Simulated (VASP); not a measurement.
Write the native input for VASP 6.6.1 that does the following.

- Task: relaxation of cell and atoms
- Functional: PBE
- Potentials or basis: VASP PAW PBE potentials, release 64 (Ge_d, Se)
- Cutoff: 600 eV
- k mesh: 4 × 8 × 6
- Occupations: gaussian, width 0.03 eV
- Spin: no spin polarisation
- Further INCAR settings: ALGO = Normal; EDIFF = 1e-07; IBRION = 2; EDIFFG = -0.005; NSW = 90; ISIF = 3

The structure of GeSe lies in POSCAR:

```
GeSe                                    
1.0
   11.1810595570      0.0000000000      0.0000000000
    0.0000000000      3.8893381718     -0.0000000000
    0.0000000000      0.0000000000      4.5086792642
  Ge              Se            
     4     4
Direct
     0.1262646990085800    0.7500000000000000    0.8830985902484881
     0.6262646990085797    0.7500000000000000    0.6169014097515119
     0.3737353009914201    0.2500000000000000    0.3830985902484878
     0.8737353009914203    0.2500000000000000    0.1169014097515122
     0.8527383834794513    0.7500000000000000    0.4991936972684861
     0.3527383834794510    0.7500000000000000    0.0008063027315138
     0.6472616165205487    0.2500000000000000    0.9991936972684864
     0.1472616165205489    0.2500000000000000    0.5008063027315136
```

One way to write it, as run:

INCAR

```
  PREC = Accurate
  ENCUT = 600
  EDIFF = 1E-7
  ISMEAR = 0
  SIGMA = 0.03
  LREAL = F
  LASPH = T
  NELM = 80
  ALGO = Normal
  ISIF = 3
  LWAVE = F
  LCHARG = F
  GGA = PE
  IBRION = 2
  NSW = 90
  EDIFFG = -0.005
  KPAR = 2
```

KPOINTS

```
Automatic mesh
0
Gamma
  4 8 6
```

Potentials or basis: VASP PAW PBE potentials, release 64 (Ge_d, Se).

Command:

```bash
$ cat potpaw_PBE.64/Ge_d/POTCAR potpaw_PBE.64/Se/POTCAR > POTCAR
$ mpirun -np 2 vasp_std > vasp.out
```

Results of the run:

* Relaxed volume: 24.56 Å³/atom
* Relaxed cell: a = 11.185 Å, b = 3.884 Å, c = 4.523 Å, α = 90.00°, β = 90.00°, γ = 90.00°
* Space group after relaxing (to 0.05 Å): Pnma (No. 62)
* Energy gained by relaxing: 0.0 meV/atom
* Ionic steps: 4
* Pressure after relaxing: 0.0 GPa
* Largest force after relaxing: 0.004 eV/Å
* Band gap on the k mesh: 0.86 eV, indirect (least direct gap 0.95 eV)

Run time: 8.8 min on 2 MPI ranks on AMD EPYC 9R45 96-Core Processor (Zen 5), with other jobs on the host, peak memory 0.67 GiB a rank.
